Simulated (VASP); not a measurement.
# Sb (Fm-3m) in VASP: notebook

One crystal, Sb, is run at these levels: PBE+D3(BJ); tasks: single point.

All numbers are computed with VASP 6.6.1; they aren't measurements. Logs are shortened: lines on timing, memory, paths and dates and some standing lists are left out, and cuts for length are marked.

## (1) Starting point

Symmetry: Fm-3m, No. 225, cubic system. Conventional cell: a = 4.742 Å, b = 4.742 Å, c = 4.742 Å, α = 90.00°, β = 90.00°, γ = 90.00°. Sb (site symmetry m-3m) is surrounded by 12 Sb at 3.35 Å.

This isn't the form of Sb at room conditions, which is rhombohedral.

## (2) Single point, PBE+D3(BJ)

The input, INCAR:

```
SYSTEM = Sb
  PREC = Accurate
  ENCUT = 520
  EDIFF = 1E-6
  ISMEAR = 0
  SIGMA = 0.15
  LREAL = .False.
  LASPH = .True.
  NELM = 100
  ALGO = Normal
  ISIF = 2
  LWAVE = .False.
  LCHARG = .False.
  GGA = PE
  IVDW = 12
  NBANDS = 8
```

The input, KPOINTS:

```
regular mesh
0
Gamma
  20 20 20
  0 0 0
```

The input, POSCAR:

```
Sb
1.0
    0.0000000000      2.3712425216      2.3712425216
    2.3712425216      0.0000000000      2.3712425216
    2.3712425216      2.3712425216      0.0000000000
Sb
1
Direct
    0.0000000000      0.0000000000      0.0000000000
```

Potentials or basis: VASP PAW PBE potentials, release 64 (Sb).

The run is started by

```sh
> cat potpaw_PBE.64/Sb/POTCAR > POTCAR
> mpirun -np 1 vasp_std > vasp.out
```

OUTCAR:

```text
SYSTEM = Sb
   PREC = Accurate
   ENCUT = 520
   EDIFF = 1E-6
   ISMEAR = 0
   LREAL = .False.
   LASPH = .True.
   NELM = 100
   ISIF = 2
   GGA = PE
   IVDW = 12
 IVDW          = 12

 ion  position               nearest neighbor table
   1  0.000  0.000  0.000-

  LATTYP: Found a face centered cubic cell.
 ALAT       =     4.7424850432

  Lattice vectors:

 A1 = (   0.0000000000,   2.3712425216,   2.3712425216)
 A2 = (   2.3712425216,   0.0000000000,   2.3712425216)
 A3 = (   2.3712425216,   2.3712425216,   0.0000000000)

Analysis of symmetry for initial positions (statically):
=====================================================================
 Subroutine PRICEL returns:
 Original cell was already a primitive cell.

 Routine SETGRP: Setting up the symmetry group for a
 face centered cubic supercell.

 Subroutine GETGRP returns: Found 48 space group operations
 (whereof 48 operations were pure point group operations)
 out of a pool of 48 trial point group operations.

The static configuration has the point symmetry O_h .

Analysis of symmetry for dynamics (positions and initial velocities):
=====================================================================
 Subroutine PRICEL returns:
 Original cell was already a primitive cell.

 Routine SETGRP: Setting up the symmetry group for a
 face centered cubic supercell.

 Subroutine GETGRP returns: Found 48 space group operations
 (whereof 48 operations were pure point group operations)
 out of a pool of 48 trial point group operations.

The dynamic configuration has the point symmetry O_h .

 Subroutine INISYM returns: Found 48 space group operations
 (whereof 48 operations are pure point group operations),
 and found     1 'primitive' translations

----------------------------------------------------------------------------------------

                                     Primitive cell

  volume of cell :      26.6660

  direct lattice vectors                    reciprocal lattice vectors
     0.000000000  2.371242522  2.371242522    -0.210859916  0.210859916  0.210859916
     2.371242522  0.000000000  2.371242522     0.210859916 -0.210859916  0.210859916
     2.371242522  2.371242522  0.000000000     0.210859916  0.210859916 -0.210859916

  length of vectors
     3.353443334  3.353443334  3.353443334     0.365220089  0.365220089  0.365220089

  position of ions in fractional coordinates (direct lattice)
     0.000000000  0.000000000  0.000000000

  ion indices of the primitive-cell ions
   primitive index   ion index
                 1           1

----------------------------------------------------------------------------------------

 KPOINTS: regular mesh

Automatic generation of k-mesh.
 Grid dimensions read from file:
 generate k-points for:   20   20   20

 Generating k-lattice:

  Cartesian coordinates                     Fractional coordinates (reciprocal lattice)
    -0.010542996  0.010542996  0.010542996     0.050000000  0.000000000  0.000000000
     0.010542996 -0.010542996  0.010542996     0.000000000  0.050000000  0.000000000
     0.010542996  0.010542996 -0.010542996     0.000000000  0.000000000  0.050000000

  Length of vectors
     0.018261004  0.018261004  0.018261004

  Shift w.r.t. Gamma in fractional coordinates (k-lattice)
     0.000000000  0.000000000  0.000000000

 Subroutine IBZKPT returns following result:
 ===========================================

 Found    256 irreducible k-points:

 Following reciprocal coordinates:
            Coordinates               Weight
  0.000000  0.000000  0.000000      1.000000
  0.050000  0.000000  0.000000      8.000000
  0.100000  0.000000  0.000000      8.000000
  0.150000  0.000000  0.000000      8.000000
  0.200000  0.000000  0.000000      8.000000
  0.250000  0.000000  0.000000      8.000000
[... 16 lines left out ...]
 -0.400000  0.050000  0.000000     24.000000
 -0.350000  0.050000  0.000000     24.000000
 [... further k-points ...]
   k-points           NKPTS =    256   k-points in BZ     NKDIM =    256   number of bands    NBANDS=      8
   number of dos      NEDOS =    301   number of ions     NIONS =      1
   total plane-waves  NPLWV =  21952
   dimension x,y,z NGX =    28 NGY =   28 NGZ =   28
   dimension x,y,z NGXF=    56 NGYF=   56 NGZF=   56
   ions per type =               1
   NGX,Y,Z   is equivalent  to a cutoff of  13.88, 13.88, 13.88 a.u.
   NGXF,Y,Z  is equivalent  to a cutoff of  27.76, 27.76, 27.76 a.u.
 SYSTEM =  Sb
   PREC   = accura    normal or accurate (medium, high low for compatibility)
   ISTART =      0    job   : 0-new  1-cont  2-samecut
   ICHARG =      2    charge: 1-file 2-atom 10-const
   ISPIN  =      1    spin polarized calculation?
   LNONCOLLINEAR =      F non collinear calculations
   LSORBIT =      F    spin-orbit coupling
   LASPH  =      T    aspherical Exc in radial PAW
   ENCUT  =  520.0 eV  38.22 Ry    6.18 a.u.   6.24  6.24  6.24*2*pi/ulx,y,z
   NELM   =    100;   NELMIN=  2; NELMDL= -5     # of ELM steps
   EDIFF  = 0.1E-05   stopping-criterion for ELM
   LREAL  =      F    real-space projection
   EDIFFG = 0.1E-04   stopping-criterion for IOM
   NSW    =      0    number of steps for IOM
   IBRION =     -1    ionic relax: 0-MD 1-quasi-New 2-CG
   NFREE  =      0    steps in history (QN), initial steepest desc. (CG)
   ISIF   =      2    stress and relaxation
   ISYM   =      2    0-nonsym 1-usesym 2-fastsym
   POTIM  = 0.5000    time-step for ionic-motion
   TEBEG  =    0.0;   TEEND  =   0.0 temperature during run
   PSTRESS=    0.0 pullay stress
   NELECT =       5.0000    total number of electrons
   NUPDOWN=      -1.0000    fix difference up-down
   EMIN   =  10.00;   EMAX   =-10.00  energy-range for DOS
   EFERMI =   0.00;   METHOD = LEGACY
   ISMEAR =     0;   SIGMA  =   0.15  broadening in eV -4-tet -1-fermi 0-gaus
   EFERMI_NEDOS =   21; number of points for ismear=-14 and -15
   IALGO  =     38    algorithm
   IMIX   =      4    mixing-type and parameters
     AMIX     =   0.40;   BMIX     =  1.00
     AMIX_MAG =   1.60;   BMIX_MAG =  1.00
  volume/ion in A,a.u.               =      26.67       179.95
  Fermi-wavevector in a.u.,A,eV,Ry     =   0.937013  1.770697 11.945820  0.877993
  Thomas-Fermi vector in A             =   2.064081
   LORBIT       =      0    0 simple, 1 ext, 2 COOP (PROOUT), +10 PAW based schemes
   GGA     = PE    functional components
   LHFCALC =     F    Hartree Fock is set to
   AEXX    =    0.0000 exact exchange contribution
   IVDW    =    12    specifies the selected vdW correction
   LEPSILON=     F    determine dielectric tensor
   LRPA    =     F    only Hartree local field effects (RPA)
 non-spin polarized calculation
 Gauss-broadening in eV      SIGMA  =   0.15
  energy-cutoff  :      520.00
  volume of cell :       26.67
 maximum number of plane-waves:       730
 NGX is ok and might be reduce to    28
   NGX = 13   NGY = 13   NGZ = 13

 number of electron       5.0000000 magnetization

 Free energy of the ion-electron system (eV)
  ---------------------------------------------------
  ext. energy  EPLUGINS =         0.00000000
  ---------------------------------------------------
  free energy    TOTEN  =        -3.82245683 eV

  energy without entropy =       -3.81513932  energy(sigma->0) =       -3.81879808

 E-fermi :   8.6861     XC(G=0): -10.2766

 val. band max:        8.6834037706   @ k =   0.3000   0.2500   0.0000
 cond. band min:       8.6876658088   @ k =  -0.2500   0.4000   0.1500
 fundamental gap:      0.0042620381
 Fermi energy:         8.6860502346

 k-point     1 :       0.0000    0.0000    0.0000
  band No.  band energies     occupation
      1      -4.3495      2.00000
      2      14.0445      0.00000
      3      14.0445      0.00000
      4      14.0445      0.00000
      5      18.6378      0.00000
      6      18.6378      0.00000
      7      18.6378      0.00000
      8      18.8948      0.00000

 k-point     2 :       0.0500    0.0000    0.0000
  band No.  band energies     occupation
      1      -4.2996      2.00000
      2      13.5321      0.00000
      3      13.9750      0.00000
      4      13.9750      0.00000
      5      18.0227      0.00000
      6      18.7514      0.00000
      7      18.7514      0.00000
      8      19.8652      0.00000

 k-point     3 :       0.1000    0.0000    0.0000
  band No.  band energies     occupation
      1      -4.1499      2.00000
      2      12.3241      0.00000
      3      13.7897      0.00000
      4      13.7897      0.00000
      5      17.5896      0.00000
      6      19.0494      0.00000
      7      19.0494      0.00000
      8      20.8776      0.00000

 k-point     4 :       0.1500    0.0000    0.0000
  band No.  band energies     occupation
      1      -3.9013      2.00000
      2      10.8566      0.00000
      3      13.5376      0.00000
      4      13.5376      0.00000
      5      17.2890      0.00000
      6      19.3779      0.00000
      7      19.3779      0.00000
      8      21.2296      0.00000

 k-point     5 :       0.2000    0.0000    0.0000
  band No.  band energies     occupation
      1      -3.5555      2.00000
      2       9.3361      0.00000
      3      13.2647      0.00000
      4      13.2647      0.00000
      5      17.0679      0.00000
      6      19.3978      0.00000
      7      19.3978      0.00000
      8      20.9884      0.00000
[... 177 lines left out ...]
 k-point    22 :      -0.4500    0.0500    0.0000
  band No.  band energies     occupation
      1      -0.6231      2.00000
      2       2.9857      2.00000
      3      11.8417      0.00000
      4      12.3031      0.00000
      5      17.0705      0.00000
      6      17.2657      0.00000
      7      17.9078      0.00000
      8      19.3106      0.00000

 k-point    23 :      -0.4000    0.0500    0.0000
  band No.  band energies     occupation
      1      -1.1181      2.00000
      2       3.7186      2.00000
      3      11.8085      0.00000
      4      12.4838      0.00000
      5      17.1682      0.00000
      6      17.3499      0.00000
      7      17.9325      0.00000
      8      19.5396      0.00000

 k-point    24 :      -0.3500    0.0500    0.0000
  band No.  band energies     occupation
      1      -1.7420      2.00000
      2       4.7814      2.00000
      3      11.8436      0.00000
      4      12.7137      0.00000
      5      17.1233      0.00000
      6      17.7108      0.00000
      7      18.0683      0.00000
      8      19.8893      0.00000

 [... further k-points ...]

------------------------ aborting loop because EDIFF is reached ----------------------------------------

 Edisp (eV)   -0.52972

 E8    (eV) :    -0.2445

  FORCE on cell =-STRESS in cart. coord.  units (eV):
  Direction    XX          YY          ZZ          XY          YZ          ZX
  --------------------------------------------------------------------------------------
  -------------------------------------------------------------------------------------
  Total      -0.23477    -0.23477    -0.23477    -0.00000     0.00000     0.00000
  in kB     -14.10593   -14.10593   -14.10593    -0.00000     0.00000     0.00000
  external pressure =      -14.11 kB  Pullay stress =        0.00 kB

 VOLUME and BASIS-vectors are now :
 -----------------------------------------------------------------------------
  energy-cutoff  :      520.00
  volume of cell :       26.67
      direct lattice vectors                 reciprocal lattice vectors
     0.000000000  2.371242522  2.371242522    -0.210859916  0.210859916  0.210859916
     2.371242522  0.000000000  2.371242522     0.210859916 -0.210859916  0.210859916
     2.371242522  2.371242522  0.000000000     0.210859916  0.210859916 -0.210859916

 POSITION                                       TOTAL-FORCE (eV/Angst)
 -----------------------------------------------------------------------------------
      0.00000      0.00000      0.00000         0.000000      0.000000      0.000000
 -----------------------------------------------------------------------------------
    total drift:                                0.000000      0.000000     -0.000000

  FREE ENERGIE OF THE ION-ELECTRON SYSTEM (eV)
  ---------------------------------------------------
  free  energy   TOTEN  =        -4.3521722031 eV

  energy  without entropy=       -4.3448546937  energy(sigma->0) =       -4.34851345
```

Wall time 44 s (1 thread of AMD EPYC 7R43 (Zen 3), shared host); peak memory 0.17 GiB.

Results:

```
Free energy                : -4.3522 eV
Pressure                   : -1.4 GPa
Band gap on the k mesh     : none (metal or under the smearing width)
Dispersion energy per atom : -0.530 eV
```

Caveat: pairwise dispersion overbinds metals, which lowers pressure and volume. The run has no spin-orbit coupling, so splittings on Sb are missing.

## (3) Single point, PBE+D3(BJ)

The input, INCAR:

```
SYSTEM = Sb
ALGO = Normal
EDIFF = 1E-6
ENCUT = 520
GGA = PE
ISIF = 2
ISMEAR = 0
IVDW = 12
LASPH = .TRUE.
LCHARG = .FALSE.
LREAL = .FALSE.
LWAVE = .FALSE.
NBANDS = 8
NELM = 100
PREC = Accurate
SIGMA = 0.15
```

The input, KPOINTS:

```
k-points
0
G
  18 18 18
  0 0 0
```

POSCAR is that of step 2.

Potentials or basis: VASP PAW PBE potentials, release 64 (Sb).

The run is started by

```sh
> cat potpaw_PBE.64/Sb/POTCAR > POTCAR
> mpirun -np 1 vasp_std > vasp.out
```

OUTCAR:

```text
SYSTEM = Sb
   EDIFF = 1E-6
   ENCUT = 520
   GGA = PE
   ISIF = 2
   ISMEAR = 0
   IVDW = 12
   LASPH = .TRUE.
   LREAL = .FALSE.
   NELM = 100
   PREC = Accurate
 IVDW          = 12

 ion  position               nearest neighbor table
   1  0.000  0.000  0.000-

  LATTYP: Found a face centered cubic cell.
 ALAT       =     4.7424850432

  Lattice vectors:

 A1 = (   0.0000000000,   2.3712425216,   2.3712425216)
 A2 = (   2.3712425216,   0.0000000000,   2.3712425216)
 A3 = (   2.3712425216,   2.3712425216,   0.0000000000)

Analysis of symmetry for initial positions (statically):
=====================================================================
 Subroutine PRICEL returns:
 Original cell was already a primitive cell.

 Routine SETGRP: Setting up the symmetry group for a
 face centered cubic supercell.

 Subroutine GETGRP returns: Found 48 space group operations
 (whereof 48 operations were pure point group operations)
 out of a pool of 48 trial point group operations.

The static configuration has the point symmetry O_h .

Analysis of symmetry for dynamics (positions and initial velocities):
=====================================================================
[... 164 lines left out ...]

 k-point     1 :       0.0000    0.0000    0.0000
  band No.  band energies     occupation
      1      -4.3498      2.00000
      2      14.0442      0.00000
      3      14.0442      0.00000
      4      14.0442      0.00000
      5      18.6375      0.00000
      6      18.6375      0.00000
      7      18.6375      0.00000
      8      18.8946      0.00000
[... 243 lines left out ...]
 k-point    24 :      -0.2222    0.0556    0.0000
  band No.  band energies     occupation
      1      -3.1507      2.00000
      2       8.1548      2.00000
      3      12.1146      0.00000
      4      13.4497      0.00000
      5      17.2785      0.00000
      6      18.8244      0.00000
      7      18.9384      0.00000
      8      20.9524      0.00000

 [... further k-points ...]

------------------------ aborting loop because EDIFF is reached ----------------------------------------

 Edisp (eV)   -0.52972

 E8    (eV) :    -0.2445

  FORCE on cell =-STRESS in cart. coord.  units (eV):
  Direction    XX          YY          ZZ          XY          YZ          ZX
  --------------------------------------------------------------------------------------
  -------------------------------------------------------------------------------------
  Total      -0.23594    -0.23594    -0.23594    -0.00000     0.00000    -0.00000
  in kB     -14.17585   -14.17585   -14.17585    -0.00000     0.00000    -0.00000
  external pressure =      -14.18 kB  Pullay stress =        0.00 kB

 VOLUME and BASIS-vectors are now :
 -----------------------------------------------------------------------------
  energy-cutoff  :      520.00
  volume of cell :       26.67
      direct lattice vectors                 reciprocal lattice vectors
     0.000000000  2.371242522  2.371242522    -0.210859916  0.210859916  0.210859916
     2.371242522  0.000000000  2.371242522     0.210859916 -0.210859916  0.210859916
     2.371242522  2.371242522  0.000000000     0.210859916  0.210859916 -0.210859916

 POSITION                                       TOTAL-FORCE (eV/Angst)
 -----------------------------------------------------------------------------------
      0.00000      0.00000      0.00000        -0.000000     -0.000000     -0.000000
 -----------------------------------------------------------------------------------
    total drift:                                0.000000      0.000000     -0.000000

  FREE ENERGIE OF THE ION-ELECTRON SYSTEM (eV)
  ---------------------------------------------------
  free  energy   TOTEN  =        -4.3522308040 eV

  energy  without entropy=       -4.3450344412  energy(sigma->0) =       -4.34863262
```

OSZICAR:

```text
N       E                     dE             d eps       ncg     rms          rms(c)
DAV:   1     0.486157798188E+01    0.48616E+01   -0.16995E+03  3144   0.413E+02
DAV:   2    -0.373663093640E+01   -0.85982E+01   -0.82964E+01  4424   0.521E+01
DAV:   3    -0.382715974156E+01   -0.90529E-01   -0.90059E-01  3744   0.595E+00
DAV:   4    -0.382741566001E+01   -0.25592E-03   -0.25591E-03  4936   0.387E-01
DAV:   5    -0.382741595063E+01   -0.29062E-06   -0.29061E-06  3952   0.875E-03    0.172E+00
DAV:   6    -0.382422777593E+01    0.31882E-02   -0.18368E-03  3744   0.227E-01    0.982E-01
DAV:   7    -0.382250506434E+01    0.17227E-02   -0.38922E-03  3496   0.331E-01    0.542E-02
DAV:   8    -0.382251526978E+01   -0.10205E-04   -0.48521E-05  4552   0.548E-02    0.574E-03
DAV:   9    -0.382251543316E+01   -0.16338E-06   -0.66545E-07  4224   0.639E-03
   1 F= -.43522308E+01 E0= -.43486326E+01  d E =-.719636E-02
```

It took 34 s on 1 thread of AMD EPYC 7R43 (Zen 3), shared host; peak memory 0.16 GiB.

What came out:

```yaml
Free_energy: -4.3522 eV
Pressure: -1.4 GPa
Band_gap_on_the_k_mesh: none (metal or under the smearing width)
Dispersion_energy_per_atom: -0.530 eV
```

Levels at points of the mesh, in eV from the Fermi level:
```tsv
k point	band 1	band 2	band 3	band 4	band 5
(0.00, 0.00, 0.00)	-13.04	5.35	5.35	5.35	9.95
(0.50, 0.00, 0.00)	-9.23	-5.92	3.64	3.64	8.20
(0.50, 0.50, 0.00)	-7.58	-5.01	0.34	0.34	4.11
```

Caveat: pairwise dispersion overbinds metals, which lowers pressure and volume.
